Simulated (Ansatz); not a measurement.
**14N nuclear quadrupole resonance in Si3N4 at a changed volume**

Cell: a COD entry, relaxed with PBE at fixed cell and then changed (volume scaled by 0.94, ions relaxed).

Space group I-43d (No. 220); a = 6.3425 Å.

```csv
site,Wyckoff,site symmetry,x,y,z
Si,12b,-4..,0.3750,0.5000,0.7500
N,16c,.3.,0.2780,0.2780,0.2780
```

One atom of each set is listed; the run and its k-mesh use a cell of 14 atoms with edges of 5.49, 5.49, 5.49 Å.

All values are calculated (Ansatz; DFT, PBE, plane waves and PAW, scalar-relativistic, 420 eV cutoff, Γ-centred 6×6×6 k-points, Fermi–Dirac smearing 0.02 eV), not measured.

14N: I = 1, Q = 20.44 mb (year-2017 value). Static lattice, zero field.

Problem. The simulated lines lie at 1.94 MHz. What are |C_Q|, η and |V_zz| at N?

Solution. For I = 1 the lines are ν± = (3/4)|C_Q|(1 ± η/3) and ν₀ = |C_Q|η/2. Here |C_Q| = 2.59 MHz, η = 0.00 and |V_zz| = 5.24 × 10²¹ V/m². The calculation gives V_zz negative; the lines don't show the sign. The site has 3 Si at 1.72 Å.

An axis of threefold or higher order runs through N, so V_zz lies along it and η is zero.

At this changed cell the PBE pressure is 20 GPa.

The relaxation (4 steps) took 8.4 s of wall time (30 s of CPU time) and 0.49 GiB at its peak, on 4 threads of Arm Neoverse V1 (aarch64; 8 cores open to the job, memory cap 8.0 GiB, no GPU), a shared host with a load of 0.5 a core.
